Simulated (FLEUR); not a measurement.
**Sb: band structure with SCAN**

The system is Sb.

```
Sb
1.0
     3.12240    0.00000    0.00000
     0.00000    4.34752    0.00000
    -0.03891    0.00000    4.40585
Sb
2
Direct
  0.01139 0.25000 0.24117
  0.98861 0.75000 0.75883
```

This isn't the form of Sb at room conditions, which is rhombohedral.

| Quantity | Value |
| --- | --- |
| Program | FLEUR MaX-R8.1 (later development tree) |
| Task | band structure |
| Functional | SCAN |
| Potentials or basis | all-electron |
| Basis | FLAPW |
| Kmax | 4.1 1/bohr |
| k mesh | 9 × 6 × 6 |
| Occupations | fermi-dirac, width 0.05 eV |
| Spin | no spin polarisation |
| Gmax | 12.7 1/bohr |
| Muffin-tin radii | Sb 2.66 bohr |
| lmax | Sb 10 |
| lnonsphr | Sb 10 |
| Local orbitals a species | Sb 6 |
| Max iterations | 80 |
| Mixing factor | 0.05 |
| Mixer | Anderson |
| Mixer history | 30 |
| Density convergence | 0.0001 me/bohr^3 |

```
Band gap along the path                               : none (metal or under the smearing width)
Valence electrons inside the program's atomic spheres : Sb 19.10 (radii Sb 2.66 bohr)
```

Levels at the corners of the path, in eV from the Fermi level:
| point | band 19 | band 20 | band 21 | band 22 | band 23 | band 24 |
| --- | --- | --- | --- | --- | --- | --- |
| Γ | -3.82 | -3.68 | 2.20 | 2.99 | 3.23 | 3.38 |
| Y | -1.68 | -1.18 | -1.05 | -0.85 | 4.53 | 4.92 |
| H | -4.35 | -4.00 | 0.31 | 0.87 | 1.37 | 1.55 |
| C | -4.34 | -4.01 | 0.31 | 0.86 | 1.39 | 1.54 |
| E | -3.83 | -3.83 | -3.72 | -3.72 | 2.27 | 2.27 |
| M1 | -3.83 | -3.83 | -3.72 | -3.72 | 2.27 | 2.27 |
| A | -4.15 | -4.15 | 0.43 | 0.43 | 1.39 | 1.39 |
| X | -4.90 | -1.88 | -1.72 | -1.66 | 4.61 | 4.93 |
| H1 | -4.35 | -4.00 | 0.31 | 0.87 | 1.37 | 1.55 |
| M | -3.83 | -3.83 | -3.72 | -3.72 | 2.27 | 2.27 |
| D | -5.87 | -5.87 | 5.09 | 5.09 | 5.36 | 5.36 |
| Z | -1.60 | -1.60 | -1.00 | -1.00 | 4.75 | 4.75 |
| Y | -1.68 | -1.18 | -1.05 | -0.85 | 4.53 | 4.92 |
| D | -5.87 | -5.87 | 5.09 | 5.09 | 5.36 | 5.36 |

Core levels (eV from the Fermi level):
```
atom                                                                                                                                           levels
1 Sb  1s1/2 -30283.0, 2s1/2 -4603.3, 2p1/2 -4305.6, 2p3/2 -4053.8, 3s1/2 -899.1, 3p1/2 -777.6, 3p3/2 -731.1, 4s1/2 -144.3, 3d3/2 -516.8, 3d5/2 -507.1
2 Sb  1s1/2 -30283.0, 2s1/2 -4603.3, 2p1/2 -4305.6, 2p3/2 -4053.8, 3s1/2 -899.1, 3p1/2 -777.6, 3p3/2 -731.1, 4s1/2 -144.3, 3d3/2 -516.8, 3d5/2 -507.1
```

Run time: 2.9 min on 1 thread of Arm Neoverse V2, with other jobs on the host, peak memory 0.14 GiB.

Caveat: the meta-GGA is that of a development version, with a GGA for the radial functions and cores and without core tails; spin-orbit coupling is left out, which moves the levels of the heavy elements.
